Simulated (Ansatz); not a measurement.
# Si63Se (Se donor in Si, 64 sites): the cost of one run

Computed with Ansatz 0.2.0 (DFT PBE, scalar-relativistic, plane waves, PAW, and further levels as typed in the inputs, unless a step's input says otherwise).

1 further run of the same task is left out (for a known fault of the program).

## Step 1: Starting point

Symmetry: P-43m, No. 215, cubic system. The conventional cell has a = 10.862 Å, b = 10.862 Å, c = 10.862 Å, α = 90.00°, β = 90.00°, γ = 90.00°. Se (site symmetry -43m) is surrounded by 4 Si at 2.35 Å. Si (site symmetry m) has 4 Si at 2.35 Å as nearest neighbours. Si (site symmetry 3m) is surrounded by 1 Se at 2.35 Å and 3 Si at 2.35 Å. Around Si (site symmetry -42m) lie 4 Si at 2.35 Å. Si (site symmetry 3m) has 4 Si at 2.35 Å as nearest neighbours. Only part of the 10 independent sites is listed.

The input asks for a charge of +1 e on the cell.

Structure file:

```
CELL_PARAMETERS angstrom
10.86200 0.00000 0.00000
0.00000 10.86200 0.00000
0.00000 0.00000 10.86200
ATOMIC_POSITIONS crystal
Se 0.00000 0.00000 0.00000
Si 0.00000 0.25000 0.25000
Si 0.25000 0.00000 0.25000
Si 0.25000 0.25000 0.00000
Si 0.12500 0.12500 0.12500
Si 0.12500 0.37500 0.37500
Si 0.37500 0.12500 0.37500
Si 0.37500 0.37500 0.12500
Si 0.00000 0.00000 0.50000
Si 0.00000 0.25000 0.75000
Si 0.25000 0.00000 0.75000
Si 0.25000 0.25000 0.50000
Si 0.12500 0.12500 0.62500
Si 0.12500 0.37500 0.87500
Si 0.37500 0.12500 0.87500
Si 0.37500 0.37500 0.62500
Si 0.00000 0.50000 0.00000
Si 0.00000 0.75000 0.25000
Si 0.25000 0.50000 0.25000
Si 0.25000 0.75000 0.00000
Si 0.12500 0.62500 0.12500
Si 0.12500 0.87500 0.37500
Si 0.37500 0.62500 0.37500
Si 0.37500 0.87500 0.12500
Si 0.00000 0.50000 0.50000
Si 0.00000 0.75000 0.75000
Si 0.25000 0.50000 0.75000
Si 0.25000 0.75000 0.50000
Si 0.12500 0.62500 0.62500
Si 0.12500 0.87500 0.87500
Si 0.37500 0.62500 0.87500
Si 0.37500 0.87500 0.62500
Si 0.50000 0.00000 0.00000
Si 0.50000 0.25000 0.25000
Si 0.75000 0.00000 0.25000
Si 0.75000 0.25000 0.00000
Si 0.62500 0.12500 0.12500
Si 0.62500 0.37500 0.37500
Si 0.87500 0.12500 0.37500
Si 0.87500 0.37500 0.12500
Si 0.50000 0.00000 0.50000
Si 0.50000 0.25000 0.75000
Si 0.75000 0.00000 0.75000
Si 0.75000 0.25000 0.50000
Si 0.62500 0.12500 0.62500
Si 0.62500 0.37500 0.87500
Si 0.87500 0.12500 0.87500
Si 0.87500 0.37500 0.62500
Si 0.50000 0.50000 0.00000
Si 0.50000 0.75000 0.25000
Si 0.75000 0.50000 0.25000
Si 0.75000 0.75000 0.00000
Si 0.62500 0.62500 0.12500
Si 0.62500 0.87500 0.37500
Si 0.87500 0.62500 0.37500
Si 0.87500 0.87500 0.12500
Si 0.50000 0.50000 0.50000
Si 0.50000 0.75000 0.75000
Si 0.75000 0.50000 0.75000
Si 0.75000 0.75000 0.50000
Si 0.62500 0.62500 0.62500
Si 0.62500 0.87500 0.87500
Si 0.87500 0.62500 0.87500
Si 0.87500 0.87500 0.62500
```

## Step 2: Relaxing the atoms: Si63Se defect cell, total moment held at 1 μB, charge +1

input.yaml reads:

```yaml
crystal:
  lattice:
    - [10.862, 0.0, 0.0]
    - [0.0, 10.862, 0.0]
    - [0.0, 0.0, 10.862]
  atoms:
    - { symbol: Se, position: [0.0, 0.0, 0.0], spin: 1.0 }
    - { symbol: Si, position: [0.0, 0.25, 0.25] }
    - { symbol: Si, position: [0.25, 0.0, 0.25] }
    - { symbol: Si, position: [0.25, 0.25, 0.0] }
    - { symbol: Si, position: [0.125, 0.125, 0.125] }
    - { symbol: Si, position: [0.125, 0.375, 0.375] }
    - { symbol: Si, position: [0.375, 0.125, 0.375] }
    - { symbol: Si, position: [0.375, 0.375, 0.125] }
    - { symbol: Si, position: [0.0, 0.0, 0.5] }
    - { symbol: Si, position: [0.0, 0.25, 0.75] }
    - { symbol: Si, position: [0.25, 0.0, 0.75] }
    - { symbol: Si, position: [0.25, 0.25, 0.5] }
    - { symbol: Si, position: [0.125, 0.125, 0.625] }
    - { symbol: Si, position: [0.125, 0.375, 0.875] }
    - { symbol: Si, position: [0.375, 0.125, 0.875] }
    - { symbol: Si, position: [0.375, 0.375, 0.625] }
    - { symbol: Si, position: [0.0, 0.5, 0.0] }
    - { symbol: Si, position: [0.0, 0.75, 0.25] }
    - { symbol: Si, position: [0.25, 0.5, 0.25] }
    - { symbol: Si, position: [0.25, 0.75, 0.0] }
    - { symbol: Si, position: [0.125, 0.625, 0.125] }
    - { symbol: Si, position: [0.125, 0.875, 0.375] }
    - { symbol: Si, position: [0.375, 0.625, 0.375] }
    - { symbol: Si, position: [0.375, 0.875, 0.125] }
    - { symbol: Si, position: [0.0, 0.5, 0.5] }
    - { symbol: Si, position: [0.0, 0.75, 0.75] }
    - { symbol: Si, position: [0.25, 0.5, 0.75] }
    - { symbol: Si, position: [0.25, 0.75, 0.5] }
    - { symbol: Si, position: [0.125, 0.625, 0.625] }
    - { symbol: Si, position: [0.125, 0.875, 0.875] }
    - { symbol: Si, position: [0.375, 0.625, 0.875] }
    - { symbol: Si, position: [0.375, 0.875, 0.625] }
    - { symbol: Si, position: [0.5, 0.0, 0.0] }
    - { symbol: Si, position: [0.5, 0.25, 0.25] }
    - { symbol: Si, position: [0.75, 0.0, 0.25] }
    - { symbol: Si, position: [0.75, 0.25, 0.0] }
    - { symbol: Si, position: [0.625, 0.125, 0.125] }
    - { symbol: Si, position: [0.625, 0.375, 0.375] }
    - { symbol: Si, position: [0.875, 0.125, 0.375] }
    - { symbol: Si, position: [0.875, 0.375, 0.125] }
    - { symbol: Si, position: [0.5, 0.0, 0.5] }
    - { symbol: Si, position: [0.5, 0.25, 0.75] }
    - { symbol: Si, position: [0.75, 0.0, 0.75] }
    - { symbol: Si, position: [0.75, 0.25, 0.5] }
    - { symbol: Si, position: [0.625, 0.125, 0.625] }
    - { symbol: Si, position: [0.625, 0.375, 0.875] }
    - { symbol: Si, position: [0.875, 0.125, 0.875] }
    - { symbol: Si, position: [0.875, 0.375, 0.625] }
    - { symbol: Si, position: [0.5, 0.5, 0.0] }
    - { symbol: Si, position: [0.5, 0.75, 0.25] }
    - { symbol: Si, position: [0.75, 0.5, 0.25] }
    - { symbol: Si, position: [0.75, 0.75, 0.0] }
    - { symbol: Si, position: [0.625, 0.625, 0.125] }
    - { symbol: Si, position: [0.625, 0.875, 0.375] }
    - { symbol: Si, position: [0.875, 0.625, 0.375] }
    - { symbol: Si, position: [0.875, 0.875, 0.125] }
    - { symbol: Si, position: [0.5, 0.5, 0.5] }
    - { symbol: Si, position: [0.5, 0.75, 0.75] }
    - { symbol: Si, position: [0.75, 0.5, 0.75] }
    - { symbol: Si, position: [0.75, 0.75, 0.5] }
    - { symbol: Si, position: [0.625, 0.625, 0.625] }
    - { symbol: Si, position: [0.625, 0.875, 0.875] }
    - { symbol: Si, position: [0.875, 0.625, 0.875] }
    - { symbol: Si, position: [0.875, 0.875, 0.625] }
magnetization:
  spin_polarized: true
  initial_magnetization: 1
  spin_locking: { lock_magnetization: hard }
total_charge: 1
scf:
  occupations: { method: fixed }
output:
  forces: true
  stress: false
  eigenvalues: true
  efg: {}
kpoints:
  mp_grid: { grid: [1, 1, 1] }
hamiltonian:
  xc: pbe
relax:
  f_tol: 0.01
  max_steps: 60
```

On the command line:

```bash
$ ansatz run input.yaml --threads 8 --pin off --max-ram 24576MiB --backend cpu --events-out ev --progress --plain --runs-dir out
```

Q: Estimate wall time and peak memory on 8 threads of Intel Xeon Platinum 8259CL at 2.50GHz (Skylake/Cascade Lake), shared host.

About 32 s, with a peak of 1.9 GiB.
